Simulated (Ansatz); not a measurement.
# Forms of Al5N: one energy to predict

Method: DFT PBE, scalar-relativistic, plane waves, PAW (Ansatz 0.2.0). Settings: cutoff 420 eV, Γ-centred meshes spaced at most about 0.3 Å⁻¹, and about 0.25 Å⁻¹ or finer for metals (2π included), Gaussian smearing. No spin polarisation.

These are static total energies at zero pressure. Rows are sorted by volume; energies count from the lowest form computed. Coordination counts Al atoms around N (those within 1.25 times the shortest such distance or 1.15 times the sum of covalent radii; a plus sign parts nearer from farther groups; the shortest distance is added where it is long for a bond; a slash parts the counts of unlike sites). The table shows 6 of 8 forms computed.

| row | form | source | atoms | coordination | V (Å³/atom) | gap on mesh (eV) | ΔE (meV/atom) |
| --- | --- | --- | --- | --- | --- | --- | --- |
| 1 | P-62m | invented | 6 | N 6+6 from 2.6 Å | 14.9 | 0 | 587 |
| 2 | P6/mmm | invented | 6 | N 2+12 from 2.6 Å | 15.9 | 0 | 815 |
| 3 | P4/mmm | invented | 6 | N 8 from 2.3 Å | 16.4 | 0 | 446 |
| 4 | P1 | invented | 12 | N 3/5 | 16.5 | 0 | 0 |
| 5 | R3m | invented | 6 | N 4 | 18.2 | 0 | 72 |
| 6 | P4mm | invented | 6 | N 1+4 | 22.3 | 0 | ? |

The cell of row 6:

```yaml
crystal:
  lattice:
    - [5.28085, 0.00000, 0.00000]
    - [0.00000, 5.28085, 0.00000]
    - [0.00000, 0.00000, 4.78938]
  atoms:
    - { symbol: Al, position: [0.24753, 0.24753, 0.20306] }
    - { symbol: Al, position: [0.75247, 0.75247, 0.20306] }
    - { symbol: Al, position: [0.75247, 0.24753, 0.20306] }
    - { symbol: Al, position: [0.24753, 0.75247, 0.20306] }
    - { symbol: Al, position: [0.00000, 0.00000, 0.79196] }
    - { symbol: N, position: [0.00000, 0.00000, 0.40369] }
```

Problem. How far above the lowest form does the open row lie?

Solution. 0.31 eV/atom, which puts it above row 5 and below row 3. Counting Al atoms around N, row 6 has N 1+4 and the lowest form (row 4) has N 3/5.

An observed structure of this formula, if there is one, may be missing.

Cells relaxed within their symmetry can be saddle points. Some structure types and database cells were kept out of the candidates from the start, so a known form may be missing.

The energies favour forms in which N keeps a few close Al neighbours. Where it sits in a large cage with its nearest Al at 2.3 or 2.6 Å, well beyond a normal Al–N bond, the energy is higher, and among these three forms it rises with the number of neighbours. Nitrogen's compact 2p orbitals gain more from a few short, strongly polar bonds than from many stretched ones.

Coordination alone does not settle the order, however. Row 6 has close neighbours too, yet lies well above row 5. Its volume is the largest in the table, so the extra cost probably comes from poorer cohesion in the open Al framework. Density is no guide either, since the two most compact forms are the two highest in energy.

The absence of a gap fits the composition: Al supplies far more valence electrons than N can take up as nitride, and the rest remain in Al–Al metallic states. The ranking does not show that even the lowest form would resist separation into Al metal and wurtzite AlN, the natural competing phases.
